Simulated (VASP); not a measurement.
# CoSi (Pm-3m) in VASP: single point with PBE

Aim: the single point of CoSi with PBE.

All numbers are computed with VASP 6.6.1; they aren't measurements. Logs are shortened: lines on timing, memory, paths and dates and some standing lists are left out, and cuts for length are marked.

## Step 1: Starting point

It takes space group Pm-3m (No. 221, cubic). The conventional cell has a = 2.781 Å, b = 2.781 Å, c = 2.781 Å, α = 90.00°, β = 90.00°, γ = 90.00°. Co (site symmetry m-3m) is surrounded by 8 Si at 2.41 Å. Si (site symmetry m-3m) is surrounded by 8 Co at 2.41 Å.

Measurements of this composition are mostly on another form, of space group No. 198.

## Step 2: Single point, PBE, collinear spin, typed start

Contents of INCAR:

```
PREC = Accurate ; ENCUT = 520
EDIFF = 1E-6 ; ISMEAR = 0
SIGMA = 0.15 ; LREAL = F
LASPH = T ; NELM = 150
ALGO = Normal ; ISIF = 2
LWAVE = F ; LCHARG = F
ISPIN = 2 ; MAGMOM = 0.81 0
LORBIT = 11 ; LMAXMIX = 4
GGA = PE ; NBANDS = 18
```

Contents of KPOINTS:

```
Automatic mesh
0
Gamma
  18 18 18
```

Contents of POSCAR:

```
CoSi
1.0
    2.7813340000      0.0000000000      0.0000000000
    0.0000000000      2.7813340000      0.0000000000
    0.0000000000      0.0000000000      2.7813340000
Co Si
1 1
Direct
    0.0000000000      0.0000000000      0.0000000000
    0.5000000000      0.5000000000      0.5000000000
```

Potentials or basis: VASP PAW PBE potentials, release 64 (Co, Si).

Started as:

```console
> cat potpaw_PBE.64/Co/POTCAR potpaw_PBE.64/Si/POTCAR > POTCAR
> mpirun -np 1 vasp_std > vasp.out
```

OUTCAR:

```text
PREC = Accurate
   ENCUT = 520
   EDIFF = 1E-6
   ISMEAR = 0
   LREAL = F
   LASPH = T
   NELM = 150
   ISIF = 2
   ISPIN = 2
   LORBIT = 11
   GGA = PE

 ion  position               nearest neighbor table
   1  0.000  0.000  0.000-   2 2.41   2 2.41   2 2.41   2 2.41   2 2.41   2 2.41   2 2.41   2 2.41

   2  0.500  0.500  0.500-   1 2.41   1 2.41   1 2.41   1 2.41   1 2.41   1 2.41   1 2.41   1 2.41

  LATTYP: Found a simple cubic cell.
 ALAT       =     2.7813340000

  Lattice vectors:

 A1 = (   2.7813340000,   0.0000000000,   0.0000000000)
 A2 = (   0.0000000000,   2.7813340000,   0.0000000000)
 A3 = (   0.0000000000,   0.0000000000,   2.7813340000)

Analysis of symmetry for initial positions (statically):
=====================================================================
 Subroutine PRICEL returns:
 Original cell was already a primitive cell.

 Routine SETGRP: Setting up the symmetry group for a
 simple cubic supercell.

 Subroutine GETGRP returns: Found 48 space group operations
 (whereof 48 operations were pure point group operations)
 out of a pool of 48 trial point group operations.

The static configuration has the point symmetry O_h .

Analysis of symmetry for dynamics (positions and initial velocities):
=====================================================================
 Subroutine PRICEL returns:
 Original cell was already a primitive cell.

 Routine SETGRP: Setting up the symmetry group for a
 simple cubic supercell.

 Subroutine GETGRP returns: Found 48 space group operations
 (whereof 48 operations were pure point group operations)
 out of a pool of 48 trial point group operations.

The dynamic configuration has the point symmetry O_h .

Analysis of structural, dynamic, and magnetic symmetry:
=====================================================================
 Subroutine PRICEL returns:
 Original cell was already a primitive cell.

 Routine SETGRP: Setting up the symmetry group for a
 simple cubic supercell.

 Subroutine GETGRP returns: Found 48 space group operations
 (whereof 48 operations were pure point group operations)
 out of a pool of 48 trial point group operations.

The overall configuration has the point symmetry O_h .

 Subroutine INISYM returns: Found 48 space group operations
 (whereof 48 operations are pure point group operations),
[... 115 lines left out ...]
     AMIX     =   0.40;   BMIX     =  1.00
     AMIX_MAG =   1.60;   BMIX_MAG =  1.00
  volume/ion in A,a.u.               =      10.76        72.60
  Fermi-wavevector in a.u.,A,eV,Ry     =   1.384000  2.615381 26.061367  1.915456
  Thomas-Fermi vector in A             =   2.508545
   LORBIT       =     11    0 simple, 1 ext, 2 COOP (PROOUT), +10 PAW based schemes
   GGA     = PE    functional components
   LHFCALC =     F    Hartree Fock is set to
   AEXX    =    0.0000 exact exchange contribution
   IVDW    =     0    specifies the selected vdW correction
   LEPSILON=     F    determine dielectric tensor
   LRPA    =     F    only Hartree local field effects (RPA)
 spin polarized calculation
 Gauss-broadening in eV      SIGMA  =   0.15
  energy-cutoff  :      520.00
  volume of cell :       21.52
 maximum number of plane-waves:       597
 NGX is ok and might be reduce to    24
   NGX = 11   NGY = 11   NGZ = 11

 number of electron      13.0000003 magnetization       0.5658406

 Free energy of the ion-electron system (eV)
  ---------------------------------------------------
  ext. energy  EPLUGINS =         0.00000000
  ---------------------------------------------------
  free energy    TOTEN  =       -13.29227007 eV

  energy without entropy =      -13.27143680  energy(sigma->0) =      -13.28185343

 E-fermi :  12.8634     XC(G=0): -12.9428

 val. band max:       12.8627204044   @ k =   0.4444   0.2778   0.0556
 cond. band min:      12.8693859599   @ k =   0.4444   0.3889   0.1667
 fundamental gap:      0.0066655555
 Fermi energy:        12.8633890288

 spin component 1

 k-point     1 :       0.0000    0.0000    0.0000
  band No.  band energies     occupation
      1      -1.4116      1.00000
      2       8.6891      1.00000
      3       8.6891      1.00000
      4      11.2593      1.00000
      5      11.2593      1.00000
      6      11.2593      1.00000
[... 493 lines left out ...]
     17      32.7346      0.00000
     18      38.1284      0.00000

 [... further k-points ...]

 spin component 2

 k-point     1 :       0.0000    0.0000    0.0000
  band No.  band energies     occupation
      1      -1.3983      1.00000
      2       9.3034      1.00000
      3       9.3034      1.00000
      4      11.6310      1.00000
      5      11.6310      1.00000
      6      11.6310      1.00000
[... 493 lines left out ...]
     17      32.8048      0.00000
     18      38.1826      0.00000

 [... further k-points ...]

------------------------ aborting loop because EDIFF is reached ----------------------------------------

  FORCE on cell =-STRESS in cart. coord.  units (eV):
  Direction    XX          YY          ZZ          XY          YZ          ZX
  --------------------------------------------------------------------------------------
  -------------------------------------------------------------------------------------
  Total        0.0892282      0.0892282      0.0892282     -0.0000000     -0.0000000      0.0000000
  in kB        6.6443607      6.6443607      6.6443607     -0.0000000     -0.0000000      0.0000000
  external PRESSURE =       6.6443607 kB  Pullay stress =       0.0000000 kB

 VOLUME and BASIS-vectors are now :
 -----------------------------------------------------------------------------
  energy-cutoff  :      520.00
  volume of cell :       21.52
      direct lattice vectors                 reciprocal lattice vectors
     2.781334000  0.000000000  0.000000000     0.359539703  0.000000000  0.000000000
     0.000000000  2.781334000  0.000000000     0.000000000  0.359539703  0.000000000
     0.000000000  0.000000000  2.781334000     0.000000000  0.000000000  0.359539703

 POSITION                                       TOTAL-FORCE (eV/Angst)
 -----------------------------------------------------------------------------------
      0.00000      0.00000      0.00000         0.000000      0.000000      0.000000
      1.39067      1.39067      1.39067         0.000000      0.000000      0.000000
 -----------------------------------------------------------------------------------
    total drift:                               -0.000000      0.000000      0.000000

  FREE ENERGIE OF THE ION-ELECTRON SYSTEM (eV)
  ---------------------------------------------------
  free  energy   TOTEN  =       -13.2922700661 eV

  energy  without entropy=      -13.2714367955  energy(sigma->0) =      -13.28185343

 total charge

# of ion       s       p       d       tot
------------------------------------------
    1        0.439   0.591   7.575   8.605
    2        0.711   0.864   0.000   1.575
--------------------------------------------------
tot          1.150   1.455   7.575  10.180

 magnetization (x)

# of ion       s       p       d       tot
------------------------------------------
    1        0.007   0.001   0.558   0.566
    2        0.003   0.011   0.000   0.014
--------------------------------------------------
tot          0.010   0.013   0.558   0.580
```

Run time: 63 s. Hardware: 1 thread of Intel Xeon Platinum 8375C at 2.90GHz (Ice Lake), shared host; peak memory 0.25 GiB.

What came out:

```
Free energy                                           : -13.2923 eV
Pressure                                              : 0.7 GPa
Band gap on the k mesh                                : none (metal or under the smearing width)
Net moment                                            : 0.57 μB per cell
Site moments                                          : Co +0.57; Si +0.01 μB
Valence electrons inside the program's atomic spheres : Co 8.61; Si 1.57
```

Levels at points of the mesh, in eV from the Fermi level:
Spin up:
```csv
k point,band 5,band 6,band 7,band 8,band 9,band 10
"(0.00, 0.00, 0.00)",-1.60,-1.60,2.96,2.96,2.96,7.40
"(0.50, 0.00, 0.00)",-2.85,-1.46,-0.80,6.64,8.01,8.01
"(0.50, 0.50, 0.00)",-2.40,-2.40,-1.12,1.30,1.64,8.05
"(0.50, 0.50, 0.50)",-1.08,-1.08,1.28,1.28,1.28,3.39
```
Spin down:
| k point | band 4 | band 5 | band 6 | band 7 | band 8 | band 9 |
| --- | --- | --- | --- | --- | --- | --- |
| (0.00, 0.00, 0.00) | -1.23 | -1.23 | -1.23 | 2.98 | 2.98 | 2.98 |
| (0.50, 0.00, 0.00) | -2.55 | -2.55 | -1.08 | 0.07 | 6.64 | 8.11 |
| (0.50, 0.50, 0.00) | -3.78 | -2.06 | -2.06 | -0.19 | 1.62 | 2.14 |
| (0.50, 0.50, 0.50) | -1.70 | -0.14 | -0.14 | 1.30 | 1.30 | 1.30 |
